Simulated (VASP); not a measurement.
# TiH (Fm-3m) in VASP: notebook

Runs on TiH. Level: PBEsol. Tasks: single point, relaxation of cell and atoms.

Everything below comes from runs of VASP 6.6.1. Logs are shortened: lines on timing, memory, paths and dates and some standing lists are left out, and cuts for length are marked.

**1. Starting point**

It takes space group Fm-3m (No. 225, cubic). Conventional cell: a = 4.144 Å, b = 4.144 Å, c = 4.144 Å, α = 90.00°, β = 90.00°, γ = 90.00°. Ti (site symmetry m-3m) is surrounded by 6 H at 2.07 Å. Around H (site symmetry m-3m) lie 6 Ti at 2.07 Å.

The cell comes from a database or a generator and needn't be the stable form of this composition.

**2. Single point, PBEsol**

File INCAR:

```
PREC     = Accurate       # precision mode
ENCUT    = 520            # plane-wave cutoff, eV
EDIFF    = 1E-6           # SCF threshold, eV
ISMEAR   = 0              # smearing method
SIGMA    = 0.1            # smearing width, eV
LREAL    = F              # projectors in reciprocal space
LASPH    = T              # aspherical terms in the spheres
NELM     = 100            # most SCF steps
ALGO     = Normal         # electronic algorithm
ISIF     = 2              # what is computed and relaxed
LWAVE    = F              # write WAVECAR
LCHARG   = T              # write CHGCAR
GGA      = PS             # functional
LELF     = T              # ELF
LVHAR    = T            
NBANDS   = 14             # bands
```

File KPOINTS:

```
regular mesh
0
Gamma
  18 18 18
```

File POSCAR:

```
TiH
1.0
    0.0000000000      2.0718452981      2.0718452981
    2.0718452981      0.0000000000      2.0718452981
    2.0718452981      2.0718452981      0.0000000000
Ti H
1 1
Direct
    0.0000000000      0.0000000000      0.0000000000
    0.5000000000      0.5000000000      0.5000000000
```

Potentials or basis: VASP PAW PBE potentials, release 64 (Ti_sv, H).

On the command line:

```sh
$ cat potpaw_PBE.64/Ti_sv/POTCAR potpaw_PBE.64/H/POTCAR > POTCAR
$ mpirun -np 1 vasp_std > vasp.out
```

OUTCAR:

```text
PREC = Accurate
   ENCUT = 520
   EDIFF = 1E-6
   ISMEAR = 0
   LREAL = F
   LASPH = T
   NELM = 100
   ISIF = 2
   GGA = PS

 ion  position               nearest neighbor table
   1  0.000  0.000  0.000-
   2  0.500  0.500  0.500-

  LATTYP: Found a face centered cubic cell.
 ALAT       =     4.1436905962

  Lattice vectors:

 A1 = (   0.0000000000,   2.0718452981,   2.0718452981)
 A2 = (   2.0718452981,   0.0000000000,   2.0718452981)
 A3 = (   2.0718452981,   2.0718452981,   0.0000000000)

Analysis of symmetry for initial positions (statically):
=====================================================================
 Subroutine PRICEL returns:
 Original cell was already a primitive cell.

 Routine SETGRP: Setting up the symmetry group for a
 face centered cubic supercell.

 Subroutine GETGRP returns: Found 48 space group operations
 (whereof 48 operations were pure point group operations)
 out of a pool of 48 trial point group operations.

The static configuration has the point symmetry O_h .

Analysis of symmetry for dynamics (positions and initial velocities):
=====================================================================
 Subroutine PRICEL returns:
 Original cell was already a primitive cell.

 Routine SETGRP: Setting up the symmetry group for a
 face centered cubic supercell.

 Subroutine GETGRP returns: Found 48 space group operations
 (whereof 48 operations were pure point group operations)
 out of a pool of 48 trial point group operations.

The dynamic configuration has the point symmetry O_h .

 Subroutine INISYM returns: Found 48 space group operations
 (whereof 48 operations are pure point group operations),
 and found     1 'primitive' translations

----------------------------------------------------------------------------------------

                                     Primitive cell

  volume of cell :      17.7870

  direct lattice vectors                    reciprocal lattice vectors
     0.000000000  2.071845298  2.071845298    -0.241330760  0.241330760  0.241330760
     2.071845298  0.000000000  2.071845298     0.241330760 -0.241330760  0.241330760
     2.071845298  2.071845298  0.000000000     0.241330760  0.241330760 -0.241330760

  length of vectors
     2.930031720  2.930031720  2.930031720     0.417997137  0.417997137  0.417997137

  position of ions in fractional coordinates (direct lattice)
     0.000000000  0.000000000  0.000000000
     0.500000000  0.500000000  0.500000000

  ion indices of the primitive-cell ions
   primitive index   ion index
                 1           1
                 2           2

----------------------------------------------------------------------------------------

 KPOINTS: regular mesh

Automatic generation of k-mesh.
 Grid dimensions read from file:
 generate k-points for:   18   18   18

 Generating k-lattice:

  Cartesian coordinates                     Fractional coordinates (reciprocal lattice)
    -0.013407264  0.013407264  0.013407264     0.055555556  0.000000000  0.000000000
     0.013407264 -0.013407264  0.013407264     0.000000000  0.055555556  0.000000000
     0.013407264  0.013407264 -0.013407264     0.000000000  0.000000000  0.055555556

  Length of vectors
     0.023222063  0.023222063  0.023222063

  Shift w.r.t. Gamma in fractional coordinates (k-lattice)
     0.000000000  0.000000000  0.000000000

 Subroutine IBZKPT returns following result:
 ===========================================

 Found    195 irreducible k-points:

 Following reciprocal coordinates:
            Coordinates               Weight
  0.000000  0.000000  0.000000      1.000000
  0.055556  0.000000  0.000000      8.000000
  0.111111  0.000000  0.000000      8.000000
  0.166667  0.000000  0.000000      8.000000
  0.222222  0.000000  0.000000      8.000000
  0.277778  0.000000  0.000000      8.000000
[... 16 lines left out ...]
 -0.277778  0.055556  0.000000     24.000000
 -0.222222  0.055556  0.000000     24.000000
 [... further k-points ...]
   k-points           NKPTS =    195   k-points in BZ     NKDIM =    195   number of bands    NBANDS=     14
   number of dos      NEDOS =    301   number of ions     NIONS =      2
   total plane-waves  NPLWV =  13824
   dimension x,y,z NGX =    24 NGY =   24 NGZ =   24
   dimension x,y,z NGXF=    48 NGYF=   48 NGZF=   48
   ions per type =               1   1
   NGX,Y,Z   is equivalent  to a cutoff of  13.62, 13.62, 13.62 a.u.
   NGXF,Y,Z  is equivalent  to a cutoff of  27.23, 27.23, 27.23 a.u.
 SYSTEM =  unknown system
   PREC   = accura    normal or accurate (medium, high low for compatibility)
   ISTART =      0    job   : 0-new  1-cont  2-samecut
   ICHARG =      2    charge: 1-file 2-atom 10-const
   ISPIN  =      1    spin polarized calculation?
   LNONCOLLINEAR =      F non collinear calculations
   LSORBIT =      F    spin-orbit coupling
   LASPH  =      T    aspherical Exc in radial PAW
   ENCUT  =  520.0 eV  38.22 Ry    6.18 a.u.   5.45  5.45  5.45*2*pi/ulx,y,z
   NELM   =    100;   NELMIN=  2; NELMDL= -5     # of ELM steps
   EDIFF  = 0.1E-05   stopping-criterion for ELM
   LREAL  =      F    real-space projection
   EDIFFG = 0.1E-04   stopping-criterion for IOM
   NSW    =      0    number of steps for IOM
   IBRION =     -1    ionic relax: 0-MD 1-quasi-New 2-CG
   NFREE  =      0    steps in history (QN), initial steepest desc. (CG)
   ISIF   =      2    stress and relaxation
   ISYM   =      2    0-nonsym 1-usesym 2-fastsym
   POTIM  = 0.5000    time-step for ionic-motion
   TEBEG  =    0.0;   TEEND  =   0.0 temperature during run
   PSTRESS=    0.0 pullay stress
   NELECT =      13.0000    total number of electrons
   NUPDOWN=      -1.0000    fix difference up-down
   EMIN   =  10.00;   EMAX   =-10.00  energy-range for DOS
   EFERMI =   0.00;   METHOD = LEGACY
   ISMEAR =     0;   SIGMA  =   0.10  broadening in eV -4-tet -1-fermi 0-gaus
   EFERMI_NEDOS =   21; number of points for ismear=-14 and -15
   IALGO  =     38    algorithm
   IMIX   =      4    mixing-type and parameters
     AMIX     =   0.40;   BMIX     =  1.00
     AMIX_MAG =   1.60;   BMIX_MAG =  1.00
  volume/ion in A,a.u.               =       8.89        60.02
  Fermi-wavevector in a.u.,A,eV,Ry     =   1.474649  2.786682 29.587084  2.174589
  Thomas-Fermi vector in A             =   2.589394
   LORBIT       =      0    0 simple, 1 ext, 2 COOP (PROOUT), +10 PAW based schemes
   GGA     = PS    functional components
   LHFCALC =     F    Hartree Fock is set to
   AEXX    =    0.0000 exact exchange contribution
   IVDW    =     0    specifies the selected vdW correction
   LEPSILON=     F    determine dielectric tensor
   LRPA    =     F    only Hartree local field effects (RPA)
 non-spin polarized calculation
 Gauss-broadening in eV      SIGMA  =   0.10
  energy-cutoff  :      520.00
  volume of cell :       17.79
 maximum number of plane-waves:       531
 NGX is ok and might be reduce to    24
   NGX = 11   NGY = 11   NGZ = 11

 number of electron      12.9999998 magnetization

 Free energy of the ion-electron system (eV)
  ---------------------------------------------------
  ext. energy  EPLUGINS =         0.00000000
  ---------------------------------------------------
  free energy    TOTEN  =       -12.42952586 eV

  energy without entropy =      -12.41979552  energy(sigma->0) =      -12.42466069

 E-fermi :   8.9477     XC(G=0): -12.1814

 val. band max:        8.9390934996   @ k =  -0.4444   0.3889   0.1111
 cond. band min:       8.9502672050   @ k =  -0.3333   0.1667   0.0556
 fundamental gap:      0.0111737054
 Fermi energy:         8.9477068263

 k-point     1 :       0.0000    0.0000    0.0000
  band No.  band energies     occupation
      1     -47.4966      2.00000
      2     -23.5035      2.00000
      3     -23.5035      2.00000
      4     -23.5035      2.00000
      5      -0.6536      2.00000
      6       9.6385      0.00000
      7       9.6385      0.00000
      8       9.6385      0.00000
      9      11.1752      0.00000
     10      11.1752      0.00000
     11      19.8658      0.00000
     12      23.6455      0.00000
     13      25.4098      0.00000
     14      25.4098      0.00000

 k-point     2 :       0.0556    0.0000    0.0000
  band No.  band energies     occupation
      1     -47.4930      2.00000
      2     -23.5252      2.00000
      3     -23.5060      2.00000
      4     -23.5060      2.00000
      5      -0.5643      2.00000
      6       9.5681      0.00000
      7       9.6744      0.00000
      8       9.6744      0.00000
      9      11.1412      0.00000
     10      11.1412      0.00000
     11      19.4633      0.00000
     12      23.7276      0.00000
     13      25.5125      0.00000
     14      25.5125      0.00000

 k-point     3 :       0.1111    0.0000    0.0000
  band No.  band energies     occupation
      1     -47.4825      2.00000
      2     -23.5874      2.00000
      3     -23.5132      2.00000
      4     -23.5132      2.00000
      5      -0.3015      2.00000
      6       9.3624      0.00000
      7       9.7636      0.00000
      8       9.7637      0.00000
      9      11.0642      0.00000
     10      11.0642      0.00000
     11      18.5659      0.00000
     12      23.8673      0.00000
     13      25.7995      0.00000
     14      25.7995      0.00000
[... 324 lines left out ...]
 k-point    23 :      -0.2778    0.0556    0.0000
  band No.  band energies     occupation
      1     -47.4167      2.00000
      2     -23.9535      2.00000
      3     -23.5795      2.00000
      4     -23.5500      2.00000
      5       1.6353      2.00000
      6       7.8587      2.00000
      7       9.5256      0.00000
      8       9.6683      0.00000
      9      11.2691      0.00000
     10      11.7623      0.00000
     11      16.1258      0.00000
     12      21.6358      0.00000
     13      26.0310      0.00000
     14      28.1483      0.00000

 k-point    24 :      -0.2222    0.0556    0.0000
  band No.  band energies     occupation
      1     -47.4374      2.00000
      2     -23.8383      2.00000
      3     -23.5646      2.00000
      4     -23.5353      2.00000
      5       0.9507      2.00000
      6       8.4256      2.00000
      7       9.6706      0.00000
      8       9.8442      0.00000
      9      10.9464      0.00000
     10      11.4728      0.00000
     11      16.5816      0.00000
     12      22.7287      0.00000
     13      25.9935      0.00000
     14      27.6139      0.00000

 [... further k-points ...]

------------------------ aborting loop because EDIFF is reached ----------------------------------------

  FORCE on cell =-STRESS in cart. coord.  units (eV):
  Direction    XX          YY          ZZ          XY          YZ          ZX
  --------------------------------------------------------------------------------------
  -------------------------------------------------------------------------------------
  Total       -0.0167024     -0.0167024     -0.0167024      0.0000000      0.0000000     -0.0000000
  in kB       -1.5044878     -1.5044878     -1.5044878      0.0000000      0.0000000     -0.0000000
  external PRESSURE =      -1.5044878 kB  Pullay stress =       0.0000000 kB

 VOLUME and BASIS-vectors are now :
 -----------------------------------------------------------------------------
  energy-cutoff  :      520.00
  volume of cell :       17.79
      direct lattice vectors                 reciprocal lattice vectors
     0.000000000  2.071845298  2.071845298    -0.241330760  0.241330760  0.241330760
     2.071845298  0.000000000  2.071845298     0.241330760 -0.241330760  0.241330760
     2.071845298  2.071845298  0.000000000     0.241330760  0.241330760 -0.241330760

 POSITION                                       TOTAL-FORCE (eV/Angst)
 -----------------------------------------------------------------------------------
      0.00000      0.00000      0.00000         0.000000      0.000000     -0.000000
      2.07185      2.07185      2.07185         0.000000      0.000000      0.000000
 -----------------------------------------------------------------------------------
    total drift:                                0.000000     -0.000000     -0.000000

  FREE ENERGIE OF THE ION-ELECTRON SYSTEM (eV)
  ---------------------------------------------------
  free  energy   TOTEN  =       -12.4295258580 eV

  energy  without entropy=      -12.4197955198  energy(sigma->0) =      -12.42466069
```

It took 33 s on 1 thread of AMD EPYC 9R14 (Zen 4), shared host; peak memory 0.15 GiB.

What came out:

- Free energy: -12.4295 eV
- Pressure: -0.2 GPa
- Band gap on the k mesh: none (metal or under the smearing width)

Caveat: the PAW data sets were made with another functional, which shifts forces and pressure a little.

(Continued in part 2 of 3.)
